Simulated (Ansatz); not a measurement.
La:

```
CELL_PARAMETERS angstrom
-2.12383 2.12383 2.12383
2.12383 -2.12383 2.12383
2.12383 2.12383 -2.12383
ATOMIC_POSITIONS crystal
La 0.00000 0.00000 0.00000
```

This isn't the form of La at room conditions, which is double hcp.

| Item | Value |
| --- | --- |
| Program | Ansatz 0.2.0 |
| Task | single point |
| Functional | PBE |
| Potentials or basis | Ansatz PAW |
| Cutoff | 420 eV (not typed: the program's choice for these potentials) |
| k mesh | 9 × 9 × 9 |
| Occupations | fermi-dirac, width 0.05 eV |
| Spin | no spin polarisation |

On this cell: pressure -0.5 GPa; band gap on the k mesh none (metal or under the smearing width).

The same run follows on a disturbed copy (cell strained at random at fixed volume):

```xyz
1
Lattice="-2.1045 2.1793 2.1245 2.1382 -2.1291 2.1080 2.0848 2.1094 -2.0743" Properties=species:S:1:pos:R:3 pbc="T T T"
La   -0.0339   -0.0301   -0.0394
```

Q: What changes?

A: The energy (extrapolated to zero smearing) moves by -0.3 meV/atom; pressure -0.5 GPa; band gap on the k mesh none (metal or under the smearing width).

Stress tensor (GPa, compression positive):
```
-0.80  0.09 -0.13
 0.09 -0.13 -0.18
-0.13 -0.18 -0.68
```
